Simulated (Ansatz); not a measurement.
Input and output for Ge (bcc type): DFT, PBE, PAW with Ansatz's default frozen-core files, scalar-relativistic (Ansatz 0.2.0). This run: bcc relaxed.

The start is a guessed cell of a prototype that needn't be stable.

Command: `ansatz run input.yaml --threads 1 --pin off --max-ram 3072MiB --backend cpu --events-out ev --progress --plain --runs-dir out` It took 4.9 s on 1 thread of Arm Neoverse V2, on a shared host, peak memory 0.31 GiB.

```yaml
crystal:
  lattice:
    - [-1.6809877034, 1.6809877034, 1.6809877034]
    - [1.6809877034, -1.6809877034, 1.6809877034]
    - [1.6809877034, 1.6809877034, -1.6809877034]
  atoms:
    - { symbol: Ge, position: [0.0, 0.0, 0.0] }
kpoints:
  mp_grid: { grid: [17, 17, 17] }
scf:
  occupations: { method: fermi_dirac, width: 0.05 }
hamiltonian:
  xc: pbe
  pseudopotentials: { kind: paw }
output:
  forces: true
  stress: true
relax:
  f_tol: 0.005
  max_steps: 40
  cell: {}
```

Output:

```
Engine: ansatz 0.2.0
Pseudopotentials: kind: paw
Pseudopotential: Ge, paw, valence charge 14, recommended cutoff 420 eV (normal), Ge.paw.azcp
Functional definition: PBE
  parameter kappa = 0.804
  parameter beta = 0.06672455060314922
  exchange = pbe_x(kappa = kappa, mu = beta*pi^2/3)
  correlation = pbe_c(beta = beta)
Crystal: 1 atoms, lattice volume = 19.000 Å³
Basis set: ecut = 420 eV, 369 PW (Γ), exchange–correlation on 40×40×40 points (8 copies of the dense FFT grid, shifted against one another)
Bands: 11, of which v1, the nominal top of the filled ones, is band 7 counted from 1 (6 counted from 0)
Symmetry: 48 space group operations
Space group: Im-3m (ITA 229), of the structure as read, at distance tolerance 2.7e-5 Å
k-points: 165 of 4913
Non-local potential: Ge, projectors of the file, l = 0: 2, l = 1: 2, l = 2: 3, l = 3: 1
PAW form: soft (Blöchl's): semilocal exchange-correlation on the pseudo side does not see the compensation charge
PAW one-centre angular grid: Ge, 590 points (default); XC on 64 Gauss nodes
Initial density: superposition of atomic densities (neutral atoms: chi_scale 0, normalization atom), corrected by the library's trained network
Initial wavefunctions: pseudopotential atomic-orbital guess
Functional: x = pbe(κ = 0.804, μ = 0.2195149727645171), c = pbe(β = 0.06672455060314922)
SCF iter   1: F=—  HF=-4294.648117 eV  |F-HF|=—  |Δ(HF+E_count)|=         —  Δρ=1.05e-3  dr2=7.28e-5  ethr=1.77e-3  ⟨swp⟩=5.5  Hψ=10189  notcnv=0
preconditioner: auto → none  [metal: Δε(μ)=0.042 eV  Ē_g=27.049 eV  σ=0.050 eV  W_gap=0.20  n_scr=0 (ndim 8)  ℏωp=31.9 eV  f_vac=0.000  D(μ)=0.38/eV (n_scr^D=0)]
SCF iter   2: F=—  HF=-4294.647994 eV  |F-HF|=—  |Δ(HF+E_count)|=   1.23e-4  Δρ=5.25e-4  dr2=2.04e-5  ethr=5.20e-7  ⟨swp⟩=2.4  Hψ=3912  notcnv=0
SCF iter   3: F=—  HF=-4294.648018 eV  |F-HF|=—  |Δ(HF+E_count)|=   2.44e-5  Δρ=1.71e-4  dr2=4.79e-6  ethr=1.46e-7  ⟨swp⟩=2.0  Hψ=2938  notcnv=0
SCF iter   4: F=—  HF=-4294.648014 eV  |F-HF|=—  |Δ(HF+E_count)|=   4.75e-6  Δρ=6.84e-5  dr2=8.90e-7  ethr=3.42e-8  ⟨swp⟩=2.0  Hψ=2690  notcnv=0
iter 5 did not close the SCF: its close was put off for the readings that it lacked (scf_convergence_deferred on its scf_iter line)
SCF iter   5: F=-4294.648013 eV  HF=-4294.648013 eV  |F-HF|=8.23e-9  |Δ(HF+E_count)|=   7.25e-7  Δρ=6.84e-6  dr2=4.22e-9  ethr=6.35e-9  ⟨swp⟩=2.0  Hψ=2938  notcnv=0
SCF iter   6: F=-4294.648013 eV  HF=-4294.648013 eV  |F-HF|=4.19e-10  |Δ(HF+E_count)|=  1.66e-10  Δρ=1.14e-6  dr2=1.97e-10  ethr=3.01e-11  ⟨swp⟩=1.0  Hψ=5420  notcnv=0
SCF 1 converged in 6 iterations: F = -4294.648013 eV  dr2 = 1.97e-10
  greatest PAW one-centre occupation: 0.998 electrons in one spin orbital (limit 2), on the Ge atom at site 0 (counted from 0), in its partial waves of l = 2
relax step   1: F+E_penalty+E_count = -4294.64801291 eV  Δ(F+E_penalty+E_count) = +0.000e0 eV  max|allowed force component| = 0.000e0 eV/Å  Δτ_max = 0.0000 Å  P = +0.483 GPa  Ω = 19.000 Å³  (6 SCF iters, dr2 threshold 1.00e-7 eV, accepted)
Crystal: 1 atoms, lattice volume = 19.183 Å³
Initial density: handed on by an earlier stage of this run
Initial wavefunctions: those handed on with the density
iter 1 solved again at ethr=1.72e-8 eV; its pass at ethr=3.10e-3 eV (dr2=2.40e-6 eV) is discarded
SCF iter   1: F=—  HF=-4294.648159 eV  |F-HF|=—  |Δ(HF+E_count)|=         —  Δρ=1.83e-4  dr2=3.38e-6  ethr=1.72e-8  ⟨swp⟩=2.1  Hψ=13524  notcnv=0
preconditioner: auto → none  [metal: Δε(μ)=0.050 eV  Ē_g=27.007 eV  σ=0.050 eV  W_gap=0.25  n_scr=0 (ndim 8)  ℏωp=31.7 eV  f_vac=0.000  D(μ)=0.41/eV (n_scr^D=0)]
SCF iter   2: F=—  HF=-4294.648166 eV  |F-HF|=—  |Δ(HF+E_count)|=   7.55e-6  Δρ=9.64e-5  dr2=6.96e-7  ethr=1.72e-8  ⟨swp⟩=2.8  Hψ=2694  notcnv=0
SCF iter   3: F=—  HF=-4294.648167 eV  |F-HF|=—  |Δ(HF+E_count)|=   5.41e-7  Δρ=1.18e-5  dr2=1.96e-8  ethr=7.14e-10  ⟨swp⟩=2.7  Hψ=6588  notcnv=0
SCF iter   4: F=-4294.648167 eV  HF=-4294.648167 eV  |F-HF|=5.04e-10  |Δ(HF+E_count)|=   2.17e-8  Δρ=2.94e-6  dr2=1.65e-9  ethr=1.40e-10  ⟨swp⟩=3.9  Hψ=5037  notcnv=0
SCF 2 converged in 4 iterations: F = -4294.648167 eV  dr2 = 1.65e-9
relax step   2: F+E_penalty+E_count = -4294.64816687 eV  Δ(F+E_penalty+E_count) = -1.540e-4 eV  max|allowed force component| = 0.000e0 eV/Å  Δτ_max = 0.0000 Å  P = -0.140 GPa  Ω = 19.183 Å³  energy of the carried Pulay correction = -3.811e-5 eV  (4 SCF iters, dr2 threshold 1.00e-7 eV, accepted)
Crystal: 1 atoms, lattice volume = 19.141 Å³
iter 1 solved again at ethr=9.08e-10 eV; its pass at ethr=3.10e-3 eV (dr2=1.27e-7 eV) is discarded
SCF iter   1: F=—  HF=-4294.648187 eV  |F-HF|=—  |Δ(HF+E_count)|=         —  Δρ=4.07e-5  dr2=1.83e-7  ethr=9.08e-10  ⟨swp⟩=2.0  Hψ=13493  notcnv=0
preconditioner: auto → none  [metal: Δε(μ)=0.048 eV  Ē_g=27.016 eV  σ=0.050 eV  W_gap=0.24  n_scr=0 (ndim 8)  ℏωp=31.8 eV  f_vac=0.000  D(μ)=0.41/eV (n_scr^D=0)]
SCF iter   2: F=-4294.648194 eV  HF=-4294.648194 eV  |F-HF|=1.75e-8  |Δ(HF+E_count)|=   6.90e-6  Δρ=2.12e-5  dr2=3.49e-8  ethr=3.50e-10  ⟨swp⟩=2.0  Hψ=6462  notcnv=0
SCF 3 converged in 2 iterations: F = -4294.648194 eV  dr2 = 3.49e-8
relax step   3: F+E_penalty+E_count = -4294.64819383 eV  Δ(F+E_penalty+E_count) = -2.696e-5 eV  max|allowed force component| = 0.000e0 eV/Å  Δτ_max = 0.0000 Å  P = -0.002 GPa  Ω = 19.141 Å³  energy of the carried Pulay correction = -2.951e-5 eV  (2 SCF iters, dr2 threshold 4.90e-8 eV, accepted)
Initial wavefunctions: pseudopotential atomic-orbital guess (no wavefunctions were taken with the density)
iter 1 solved again at ethr=8.41e-9 eV; its pass at ethr=3.10e-3 eV (dr2=1.18e-6 eV) is discarded
SCF iter   1: F=—  HF=-4294.648218 eV  |F-HF|=—  |Δ(HF+E_count)|=         —  Δρ=2.18e-5  dr2=3.47e-8  ethr=8.41e-9  ⟨swp⟩=3.0  Hψ=14718  notcnv=0
preconditioner: auto → none  [metal: Δε(μ)=0.048 eV  Ē_g=27.017 eV  σ=0.050 eV  W_gap=0.24  n_scr=0 (ndim 8)  ℏωp=31.8 eV  f_vac=0.000  D(μ)=0.41/eV (n_scr^D=0)]
SCF iter   2: F=—  HF=-4294.648225 eV  |F-HF|=—  |Δ(HF+E_count)|=   6.91e-6  Δρ=1.23e-5  dr2=9.62e-9  ethr=2.48e-10  ⟨swp⟩=2.0  Hψ=2701  notcnv=0
SCF iter   3: F=—  HF=-4294.648225 eV  |F-HF|=—  |Δ(HF+E_count)|=   1.30e-8  Δρ=1.53e-6  dr2=3.06e-10  ethr=6.87e-11  ⟨swp⟩=2.1  Hψ=2923  notcnv=0
SCF iter   4: F=-4294.648225 eV  HF=-4294.648225 eV  |F-HF|=9.09e-12  |Δ(HF+E_count)|=  6.85e-10  Δρ=2.20e-7  dr2=9.90e-12  ethr=1.00e-12  ⟨swp⟩=3.7  Hψ=7848  notcnv=0
SCF 4 converged in 4 iterations: F = -4294.648225 eV  dr2 = 9.90e-12
relax step   4: F+E_penalty+E_count = -4294.64822510 eV  Δ(F+E_penalty+E_count) = -3.127e-5 eV  max|allowed force component| = 0.000e0 eV/Å  Δτ_max = 0.0000 Å  P = -0.002 GPa  Ω = 19.141 Å³  stress off target by 2.14e-3 GPa  SCF on the basis re-selected at this cell (its energy is not comparable with the rows above)  (4 SCF iters)
basis re-selected at this cell: Δ(F+E_penalty+E_count) = -3.127e-5 eV, ΔP = -0.000 GPa vs the last step (what re-selecting the basis moved, of the pressure what is left beyond the Pulay correction that the steps carried, after the strain that the cell walked since its last selection, with what the two solves' SCF thresholds leave and, on support functions, any second-order correction that the steps lacked; it is no measure of the basis error at this ecutwfc). This SCF's stress stands 2.14e-3 GPa from its target on what of the cell is left free (relax.cell.stress_tol is 5.00e-2 GPa) and its largest allowed force component is 0.00e0 eV/Å (relax.f_tol is 5.00e-3 eV/Å): within both
SCF converged after 4 iterations
Free energy (F): -4294.648225 eV
Harris-Foulkes:  -4294.648225 eV  (|F-HF|=9.09e-12)
Internal energy: -4294.644851 eV  (E = F + TS)
E sigma→0 (E₀):  -4294.646538 eV
Entropy (-TS):   -0.003374 eV (-3.374 meV/atom)
Fermi energy:    10.888858 eV
--- Per-component energies (eV) ---
  E_band       = -115.888721
  E_kinetic    = 109.958632
  E_local      = -2137.975184  (includes V_loc(G=0)·N_el)
  E_nonlocal   = 415.008853
  E_hartree    = 933.788392
  E_xc         = -75.498318
  E_vxc        = -64.382987  (∫ρ·V_xc dr)
  E_paw        = -2016.154431  (= ΣΔE_a)
  E_vpaw       = -306.074899  (= ΣTr[D̂ρ^β])
  E_aug_tail   = 0.000207  (compensation charges beyond the density's cutoff)
  E_ewald      = -1523.773002
  E_smearing   = -0.003374  (= −TS)
  E_closure    = 0.000000  (closes the sum)
  Σ components = -4294.648225   (vs F -4294.648225, Δ=0.00e0)
--- Forces (eV/Å), atoms counted from 1 ---
  atom   1  Ge    -0.00000000     0.00000000     0.00000000
  max |Σ_I F_I| component: 1.40e-31 eV/Å
--- Stress (GPa, compression-positive) ---
       -0.002138       0.000000      -0.000000
        0.000000      -0.002138      -0.000000
        0.000000      -0.000000      -0.002138
  P = ⅓ Tr σ = -0.0021 GPa (-0.021 kbar)
--- Relaxed structure (3 steps of the walk, 3 accepted, 1 SCFs on fresh bases) ---
  F+E_penalty+E_count = -4294.64822510 eV   max|allowed force component| = 0.000e0 eV/Å   (the final SCF, on the basis selected at the relaxed cell)
  cell:  # Å, volume = 19.1413 Å³
    - [-1.6851459497628511, 1.6851459497628511, 1.6851459497628511]
    - [1.6851459497628511, -1.6851459497628511, 1.6851459497628511]
    - [1.6851459497628511, 1.6851459497628511, -1.6851459497628511]
  atoms:
    - { symbol: Ge, position: [0.0, 0.0, 0.0] }
```

Next run (hcp relaxed), as changes to the input before:

```diff
   lattice:
-    - [-1.6809877034, 1.6809877034, 1.6809877034]
-    - [1.6809877034, -1.6809877034, 1.6809877034]
-    - [1.6809877034, 1.6809877034, -1.6809877034]
+    - [3.00316585, 0.0, 0.0]
+    - [-1.501582925, 2.6008179178, 0.0]
+    - [0.0, 0.0, 4.8651286769]
   atoms:
-    - { symbol: Ge, position: [0.0, 0.0, 0.0] }
+    - { symbol: Ge, position: [0.3333333333, 0.6666666667, 0.25] }
+    - { symbol: Ge, position: [0.6666666667, 0.3333333333, 0.75] }
 kpoints:
-  mp_grid: { grid: [17, 17, 17] }
+  mp_grid: { grid: [16, 16, 9] }
 scf:
```

Results part of the output:

```
basis re-selected at this cell: Δ(F+E_penalty+E_count) = -1.179e-4 eV, ΔP = -0.000 GPa vs the last step (what re-selecting the basis moved, of the pressure what is left beyond the Pulay correction that the steps carried, after the strain that the cell walked since its last selection, with what the two solves' SCF thresholds leave and, on support functions, any second-order correction that the steps lacked; it is no measure of the basis error at this ecutwfc). This SCF's stress stands 1.38e-2 GPa from its target on what of the cell is left free (relax.cell.stress_tol is 5.00e-2 GPa) and its largest allowed force component is 7.86e-17 eV/Å (relax.f_tol is 5.00e-3 eV/Å): within both
SCF converged after 6 iterations
Free energy (F): -8589.319721 eV
Harris-Foulkes:  -8589.319721 eV  (|F-HF|=0.00e0)
Internal energy: -8589.313510 eV  (E = F + TS)
E sigma→0 (E₀):  -8589.316615 eV
Entropy (-TS):   -0.006211 eV (-3.106 meV/atom)
Fermi energy:    10.828644 eV
--- Per-component energies (eV) ---
  E_band       = -234.026960
  E_kinetic    = 219.746088
  E_local      = -4287.436844  (includes V_loc(G=0)·N_el)
  E_nonlocal   = 829.643673
  E_hartree    = 1872.056071
  E_xc         = -150.994718
  E_vxc        = -128.736916  (∫ρ·V_xc dr)
  E_paw        = -4031.872655  (= ΣΔE_a)
  E_vpaw       = -611.355776  (= ΣTr[D̂ρ^β])
  E_aug_tail   = 0.000654  (compensation charges beyond the density's cutoff)
  E_ewald      = -3040.455779
  E_smearing   = -0.006211  (= −TS)
  E_closure    = 0.000000  (closes the sum)
  Σ components = -8589.319721   (vs F -8589.319721, Δ=0.00e0)
--- Forces (eV/Å), atoms counted from 1 ---
  atom   1  Ge     0.00000000    -0.00000000     0.00000000
  atom   2  Ge     0.00000000     0.00000000    -0.00000000
  max |Σ_I F_I| component: 1.85e-17 eV/Å
--- Stress (GPa, compression-positive) ---
       -0.000167      -0.000000       0.000000
        0.000000      -0.000167      -0.000000
        0.000000      -0.000000       0.013772
  P = ⅓ Tr σ = 0.0045 GPa (0.045 kbar)
--- Relaxed structure (4 steps of the walk, 4 accepted, 1 SCFs on fresh bases) ---
  F+E_penalty+E_count = -8589.31972104 eV   max|allowed force component| = 7.864e-17 eV/Å   (the final SCF, on the basis selected at the relaxed cell)
  cell:  # Å, volume = 38.5388 Å³
    - [3.0014039211505743, 0.0, 0.0]
    - [-1.5007019605752872, 2.599292042734623, 0.0]
    - [0.0, 0.0, 4.939904058862666]
  atoms:
    - { symbol: Ge, position: [0.3333333333333333, 0.6666666666666666, 0.25000000000000006] }
    - { symbol: Ge, position: [0.6666666666666666, 0.3333333333333333, 0.7500000000000001] }
```

Next run (sc relaxed), as changes to the input before:

```diff
   lattice:
-    - [3.00316585, 0.0, 0.0]
-    - [-1.501582925, 2.6008179178, 0.0]
-    - [0.0, 0.0, 4.8651286769]
+    - [2.7377415812, 0.0, 0.0]
+    - [0.0, 2.7377415812, 0.0]
+    - [0.0, 0.0, 2.7377415812]
   atoms:
-    - { symbol: Ge, position: [0.3333333333, 0.6666666667, 0.25] }
-    - { symbol: Ge, position: [0.6666666667, 0.3333333333, 0.75] }
+    - { symbol: Ge, position: [0.0, 0.0, 0.0] }
 kpoints:
-  mp_grid: { grid: [16, 16, 9] }
+  mp_grid: { grid: [15, 15, 15] }
 scf:
```

Results part of the output:

```
basis re-selected at this cell: Δ(F+E_penalty+E_count) = +1.071e-4 eV, ΔP = +0.002 GPa vs the last step (what re-selecting the basis moved, of the pressure what is left beyond the Pulay correction that the steps carried, after the strain that the cell walked since its last selection, with what the two solves' SCF thresholds leave and, on support functions, any second-order correction that the steps lacked; it is no measure of the basis error at this ecutwfc). This SCF's stress stands 1.38e-2 GPa from its target on what of the cell is left free (relax.cell.stress_tol is 5.00e-2 GPa) and its largest allowed force component is 0.00e0 eV/Å (relax.f_tol is 5.00e-3 eV/Å): within both
SCF converged after 5 iterations
Free energy (F): -4294.737062 eV
Harris-Foulkes:  -4294.737062 eV  (|F-HF|=9.09e-13)
Internal energy: -4294.731206 eV  (E = F + TS)
E sigma→0 (E₀):  -4294.734134 eV
Entropy (-TS):   -0.005856 eV (-5.856 meV/atom)
Fermi energy:    9.976628 eV
--- Per-component energies (eV) ---
  E_band       = -125.617977
  E_kinetic    = 110.406926
  E_local      = -2222.739418  (includes V_loc(G=0)·N_el)
  E_nonlocal   = 416.388604
  E_hartree    = 971.800574
  E_xc         = -75.426371
  E_vxc        = -64.364229  (∫ρ·V_xc dr)
  E_paw        = -2017.694855  (= ΣΔE_a)
  E_vpaw       = -308.911302  (= ΣTr[D̂ρ^β])
  E_aug_tail   = 0.000293  (compensation charges beyond the density's cutoff)
  E_ewald      = -1477.466960
  E_smearing   = -0.005856  (= −TS)
  E_closure    = 0.000000  (closes the sum)
  Σ components = -4294.737062   (vs F -4294.737062, Δ=0.00e0)
--- Forces (eV/Å), atoms counted from 1 ---
  atom   1  Ge    -0.00000000    -0.00000000    -0.00000000
  max |Σ_I F_I| component: 1.23e-32 eV/Å
--- Stress (GPa, compression-positive) ---
       -0.013758      -0.000000      -0.000000
       -0.000000      -0.013758       0.000000
        0.000000       0.000000      -0.013758
  P = ⅓ Tr σ = -0.0138 GPa (-0.138 kbar)
--- Relaxed structure (3 steps of the walk, 3 accepted, 1 SCFs on fresh bases) ---
  F+E_penalty+E_count = -4294.73706193 eV   max|allowed force component| = 0.000e0 eV/Å   (the final SCF, on the basis selected at the relaxed cell)
  cell:  # Å, volume = 19.9019 Å³
    - [2.7099730378002227, -2.5679065925163143e-34, 0.0]
    - [-2.5679065925163143e-34, 2.7099730378002227, 0.0]
    - [0.0, 0.0, 2.7099730378002227]
  atoms:
    - { symbol: Ge, position: [0.0, 0.0, 0.0] }
```

Next run (diamond relaxed), as changes to the input before:

```diff
   lattice:
-    - [2.7377415812, 0.0, 0.0]
-    - [0.0, 2.7377415812, 0.0]
-    - [0.0, 0.0, 2.7377415812]
+    - [0.0, 2.8744485395, 2.8744485395]
+    - [2.8744485395, 0.0, 2.8744485395]
+    - [2.8744485395, 2.8744485395, 0.0]
   atoms:
-    - { symbol: Ge, position: [0.0, 0.0, 0.0] }
+    - { symbol: Ge, position: [-0.125, -0.125, -0.125] }
+    - { symbol: Ge, position: [0.125, 0.125, 0.125] }
 kpoints:
-  mp_grid: { grid: [15, 15, 15] }
+  mp_grid: { grid: [12, 12, 12] }
 scf:
```

Command: `ansatz run input.yaml --threads 1 --pin off --max-ram 3072MiB --backend cpu --events-out ev --progress --plain --runs-dir out` It took 8.1 s on 1 thread of Arm Neoverse V2 (shared host), peak memory 0.34 GiB.

Results part of the output:

```
basis re-selected at this cell: Δ(F+E_penalty+E_count) = -4.912e-5 eV, ΔP = +0.000 GPa vs the last step (what re-selecting the basis moved, of the pressure what is left beyond the Pulay correction that the steps carried, after the strain that the cell walked since its last selection, with what the two solves' SCF thresholds leave and, on support functions, any second-order correction that the steps lacked; it is no measure of the basis error at this ecutwfc). This SCF's stress stands 1.89e-3 GPa from its target on what of the cell is left free (relax.cell.stress_tol is 5.00e-2 GPa) and its largest allowed force component is 6.01e-17 eV/Å (relax.f_tol is 5.00e-3 eV/Å): within both
SCF converged after 4 iterations
Free energy (F): -8589.967400 eV
Harris-Foulkes:  -8589.967400 eV  (|F-HF|=1.82e-12)
Internal energy: -8589.966571 eV  (E = F + TS)
E sigma→0 (E₀):  -8589.966986 eV
Entropy (-TS):   -0.000828 eV (-0.414 meV/atom)
Fermi energy:    7.856231 eV
--- Per-component energies (eV) ---
  E_band       = -315.579911
  E_kinetic    = 221.718772
  E_local      = -5018.585685  (includes V_loc(G=0)·N_el)
  E_nonlocal   = 836.359268
  E_hartree    = 2199.178464
  E_xc         = -150.587494
  E_vxc        = -128.458664  (∫ρ·V_xc dr)
  E_paw        = -4039.250245  (= ΣΔE_a)
  E_vpaw       = -624.971467  (= ΣTr[D̂ρ^β])
  E_aug_tail   = 0.000783  (compensation charges beyond the density's cutoff)
  E_ewald      = -2638.800435
  E_smearing   = -0.000828  (= −TS)
  E_closure    = 0.000000  (closes the sum)
  Σ components = -8589.967400   (vs F -8589.967400, Δ=0.00e0)
--- Forces (eV/Å), atoms counted from 1 ---
  atom   1  Ge    -0.00000000    -0.00000000    -0.00000000
  atom   2  Ge     0.00000000     0.00000000     0.00000000
  max |Σ_I F_I| component: 2.78e-17 eV/Å
--- Stress (GPa, compression-positive) ---
        0.001888       0.000000       0.000000
        0.000000       0.001888       0.000000
        0.000000      -0.000000       0.001888
  P = ⅓ Tr σ = 0.0019 GPa (0.019 kbar)
--- Relaxed structure (3 steps of the walk, 3 accepted, 1 SCFs on fresh bases) ---
  F+E_penalty+E_count = -8589.96739967 eV   max|allowed force component| = 6.014e-17 eV/Å   (the final SCF, on the basis selected at the relaxed cell)
  cell:  # Å, volume = 47.8119 Å³
    - [3.025377144531757e-34, 2.8807264635476235, 2.8807264635476235]
    - [2.8807264635476235, 2.292917414803016e-34, 2.8807264635476235]
    - [2.8807264635476235, 2.8807264635476235, 2.7706085428869772e-34]
  atoms:
    - { symbol: Ge, position: [-0.12499999999999999, -0.12499999999999999, -0.12499999999999999] }
    - { symbol: Ge, position: [0.12499999999999999, 0.12499999999999999, 0.12499999999999999] }
```
